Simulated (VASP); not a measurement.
Given:

```yaml
crystal:
  lattice:
    - [6.35496, 0.00000, 0.00000]
    - [0.00000, 6.35496, 0.00000]
    - [0.00000, 0.00000, 6.35496]
  atoms:
    - { symbol: Cs, position: [0.00000, 0.00000, 0.00000] }
    - { symbol: Pb, position: [0.50000, 0.50000, 0.50000] }
    - { symbol: I, position: [0.50000, 0.00000, 0.50000] }
    - { symbol: I, position: [0.00000, 0.50000, 0.50000] }
    - { symbol: I, position: [0.50000, 0.50000, 0.00000] }
```

Method: PBE GGA, VASP's PBE PAW potentials (set 64) (plane waves; VASP). Numerical set-up: 520 eV cut-off, 4×4×4 Γ-centred mesh, tetrahedra with Blöchl corrections, potentials Cs_sv Pb_d I.

Unless said otherwise, spin-orbit coupling is left out, though it shifts the bands of the heavy elements here.

Problem. What does the run give for the energy per atom (σ→0), band gap (on the k-mesh) with the smallest direct gap where there is one?

Solution. 
| Item | Value |
|---|---|
| band gap (on the k-mesh) | 1.42 eV |
| smallest direct gap (on the k-mesh) | 1.42 eV |
| energy per atom (σ→0) | -2.804 eV/atom |

The absolute energy has meaning only against runs of the same code, potentials and settings.

The compound is CsPbI3 in the cubic perovskite structure, the ideal cubic form; the compound distorts at low or room temperature. It was relaxed first.
